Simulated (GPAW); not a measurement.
Wanted: an ASE script for a GPAW 26.7.0 run.

```
Task                : band structure
Functional          : optPBE-vdW
Potentials or basis : GPAW PAW data sets (gpaw-data 1.2.1)
Cutoff              : 800 eV
Basis               : pw
k mesh              : 11 × 11 × 11
Occupations         : fermi-dirac, width 0.05 eV
Spin                : no spin polarisation
Maxiter             : 150
Band path           : GHNGPH,PN
Band points         : 60
```

The structure of Li lies in Li.cif:

```cif
data_Li
_cell_length_a 3.50930000
_cell_length_b 3.50930000
_cell_length_c 3.50930000
_cell_angle_alpha 90.00000000
_cell_angle_beta 90.00000000
_cell_angle_gamma 90.00000000
_space_group_name_H-M_alt 'Im-3m'
_space_group_name_Hall '-I 4 2 3'
_space_group_IT_number 229
loop_
_space_group_symop_operation_xyz
'x,y,z'
'-x,-y,-z'
'-y,x,z'
'y,-x,-z'
'-x,-y,z'
'x,y,-z'
'y,-x,z'
'-y,x,-z'
'x,-y,-z'
'-x,y,z'
'-y,-x,-z'
'y,x,z'
'-x,y,-z'
'x,-y,z'
'y,x,-z'
'-y,-x,z'
'z,x,y'
'-z,-x,-y'
'z,-y,x'
'-z,y,-x'
'z,-x,-y'
'-z,x,y'
'z,y,-x'
'-z,-y,x'
'-z,x,-y'
'z,-x,y'
'-z,-y,-x'
'z,y,x'
'-z,-x,y'
'z,x,-y'
'-z,y,x'
'z,-y,-x'
'y,z,x'
'-y,-z,-x'
'x,z,-y'
'-x,-z,y'
'-y,z,-x'
'y,-z,x'
'-x,z,y'
'x,-z,-y'
'-y,-z,x'
'y,z,-x'
'-x,-z,-y'
'x,z,y'
'y,-z,-x'
'-y,z,x'
'x,-z,y'
'-x,z,-y'
'x+1/2,y+1/2,z+1/2'
'-x+1/2,-y+1/2,-z+1/2'
'-y+1/2,x+1/2,z+1/2'
'y+1/2,-x+1/2,-z+1/2'
'-x+1/2,-y+1/2,z+1/2'
'x+1/2,y+1/2,-z+1/2'
'y+1/2,-x+1/2,z+1/2'
'-y+1/2,x+1/2,-z+1/2'
'x+1/2,-y+1/2,-z+1/2'
'-x+1/2,y+1/2,z+1/2'
'-y+1/2,-x+1/2,-z+1/2'
'y+1/2,x+1/2,z+1/2'
'-x+1/2,y+1/2,-z+1/2'
'x+1/2,-y+1/2,z+1/2'
'y+1/2,x+1/2,-z+1/2'
'-y+1/2,-x+1/2,z+1/2'
'z+1/2,x+1/2,y+1/2'
'-z+1/2,-x+1/2,-y+1/2'
'z+1/2,-y+1/2,x+1/2'
'-z+1/2,y+1/2,-x+1/2'
'z+1/2,-x+1/2,-y+1/2'
'-z+1/2,x+1/2,y+1/2'
'z+1/2,y+1/2,-x+1/2'
'-z+1/2,-y+1/2,x+1/2'
'-z+1/2,x+1/2,-y+1/2'
'z+1/2,-x+1/2,y+1/2'
'-z+1/2,-y+1/2,-x+1/2'
'z+1/2,y+1/2,x+1/2'
'-z+1/2,-x+1/2,y+1/2'
'z+1/2,x+1/2,-y+1/2'
'-z+1/2,y+1/2,x+1/2'
'z+1/2,-y+1/2,-x+1/2'
'y+1/2,z+1/2,x+1/2'
'-y+1/2,-z+1/2,-x+1/2'
'x+1/2,z+1/2,-y+1/2'
'-x+1/2,-z+1/2,y+1/2'
'-y+1/2,z+1/2,-x+1/2'
'y+1/2,-z+1/2,x+1/2'
'-x+1/2,z+1/2,y+1/2'
'x+1/2,-z+1/2,-y+1/2'
'-y+1/2,-z+1/2,x+1/2'
'y+1/2,z+1/2,-x+1/2'
'-x+1/2,-z+1/2,-y+1/2'
'x+1/2,z+1/2,y+1/2'
'y+1/2,-z+1/2,-x+1/2'
'-y+1/2,z+1/2,x+1/2'
'x+1/2,-z+1/2,y+1/2'
'-x+1/2,z+1/2,-y+1/2'
loop_
_atom_site_label
_atom_site_type_symbol
_atom_site_symmetry_multiplicity
_atom_site_Wyckoff_symbol
_atom_site_fract_x
_atom_site_fract_y
_atom_site_fract_z
_atom_site_occupancy
Li1 Li 2 a 0.0000000000 0.0000000000 0.0000000000 1
```

The input as run:

run.py

```python
import spglib
from ase import Atoms
from ase.dft.bandgap import bandgap
from ase.io import read, write
from gpaw import GPAW, PW

atoms = read('Li.cif')
cell, positions, numbers = spglib.find_primitive(
    (atoms.cell[:], atoms.get_scaled_positions(), atoms.numbers), symprec=1e-4)
atoms = Atoms(numbers, cell=cell, scaled_positions=positions, pbc=True)

calc = GPAW(mode=PW(800),
            xc={'name': 'optPBE-vdW', 'backend': 'libvdwxc'},
            kpts={'size': (11, 11, 11), 'gamma': True},
            occupations={'name': 'fermi-dirac', 'width': 0.05},
            nbands=6,
            convergence={'density': 1e-05, 'energy': 1e-05},
            maxiter=150,
            txt='gpaw.txt')
atoms.calc = calc
energy = atoms.get_potential_energy()
forces = atoms.get_forces()
calc.write('gs.gpw')
write('result.traj', atoms)
print(f'Energy: {energy:.6f} eV')
print('Forces (eV/A):')
print(forces.round(4))
print('Fermi level:', round(calc.get_fermi_level(), 4), 'eV')
print(f'Gap: {bandgap(calc)[0]:.4f} eV, direct: {bandgap(calc, direct=True)[0]:.4f} eV')

path = atoms.cell.bandpath('GHNGPH,PN', npoints=60, eps=1e-4)
bs_calc = calc.fixed_density(kpts=path, symmetry='off', nbands=13,
                             convergence={'bands': 'CBM+6.0', 'eigenstates': 1e-6}, txt='bands.txt')
bs = bs_calc.band_structure()
bs.write('bs.json')
print(f'Gap on the path: {bandgap(bs_calc)[0]:.4f} eV')
```

Potentials or basis: GPAW PAW data sets (gpaw-data 1.2.1), pw.

Run with:

```sh
$ OMP_NUM_THREADS=1 python run.py
```

Results of the run:

```yaml
Band_gap_along_the_path: none (metal or under the smearing width)
```

Caveat: the PAW data sets were made with another functional, which shifts forces and pressure a little.

It took 18 s on 1 thread of AMD EPYC 7571, with other jobs on the host, peak memory 0.18 GiB.
